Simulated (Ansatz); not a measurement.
# SiNi3: the cost of one run

Computed with Ansatz 0.2.0 (DFT PBE, scalar-relativistic, plane waves, PAW, unless a step's input says otherwise).

The COD entry's cell or inner coordinates are ideal or old and differ from later refinements, so a difference from it is no clean test against experiment.

1 further run of the same task is left out (set aside as unsound or not needed).

### Step 1. Starting point

It takes space group Pm-3m (No. 221, cubic). Conventional cell: a = 3.506 Å, b = 3.506 Å, c = 3.506 Å, α = 90.00°, β = 90.00°, γ = 90.00°. Si (site symmetry m-3m) has 12 Ni at 2.48 Å as nearest neighbours. Ni (site symmetry 4/mmm) has 4 Si at 2.48 Å and 8 Ni at 2.48 Å as nearest neighbours.

Coordinates:

```cif
data_structure
_symmetry_space_group_name_H-M 'Pm-3m'
_symmetry_Int_Tables_number 221
_cell_length_a 3.5063
_cell_length_b 3.5063
_cell_length_c 3.5063
_cell_angle_alpha 90.000
_cell_angle_beta 90.000
_cell_angle_gamma 90.000
_cell_volume 43.11
loop_
_atom_site_label
_atom_site_type_symbol
_atom_site_symmetry_multiplicity
_atom_site_Wyckoff_symbol
_atom_site_fract_x
_atom_site_fract_y
_atom_site_fract_z
_atom_site_occupancy
Si1 Si 1 a 0.00000 0.00000 0.00000 1
Ni1 Ni 3 c 0.00000 0.50000 0.50000 1
```

This cell was relaxed beforehand with the same method: volume 10.78 Å³/atom, gap on the mesh none (metal).

### Step 2. Bands, states and charges

Input file input.yaml:

```yaml
crystal:
  lattice:
    - [3.5062675376, 0.0, 0.0]
    - [0.0, 3.5062675376, 0.0]
    - [0.0, 0.0, 3.5062675376]
  atoms:
    - { symbol: Si, position: [0.0, 0.0, 0.0] }
    - { symbol: Ni, position: [0.0, 0.5, 0.5] }
    - { symbol: Ni, position: [0.5, 0.0, 0.5] }
    - { symbol: Ni, position: [0.5, 0.5, 0.0] }
basis:
  ecutwfc: 420
kpoints:
  mp_grid: { grid: [12, 12, 12] }
  band_path:
    path:
      - [[0.0, 0.0, 0.0], [0.0, 0.5, 0.0], [0.5, 0.5, 0.0], [0.0, 0.0, 0.0], [0.5, 0.5, 0.5], [0.0, 0.5, 0.0]]
      - [[0.5, 0.5, 0.5], [0.5, 0.5, 0.0]]
    npoints: 14
hamiltonian:
  xc: pbe
scf:
  occupations: { method: gaussian, width: 0.1 }
  n_extra_bands: 10
output:
  forces: true
  stress: true
  eigenvalues: true
  populations: true
  dos: { projected: true, de: 0.02, nscf_kmesh: { grid: [18, 18, 18] } }
  bader: true
  write_density: true
  write_potential: true
  elf: true
  volumetric_format: npy
```

Started as:

```
ansatz run input.yaml --threads 1 --pin off --max-ram 2560MiB --backend cpu --events-out ev --progress --plain --runs-dir out
```

What time and memory should one allow on 1 thread of Intel Xeon at 2.50GHz (Skylake/Cascade Lake), shared host?

About 1.8 min, with a peak of 0.48 GiB.
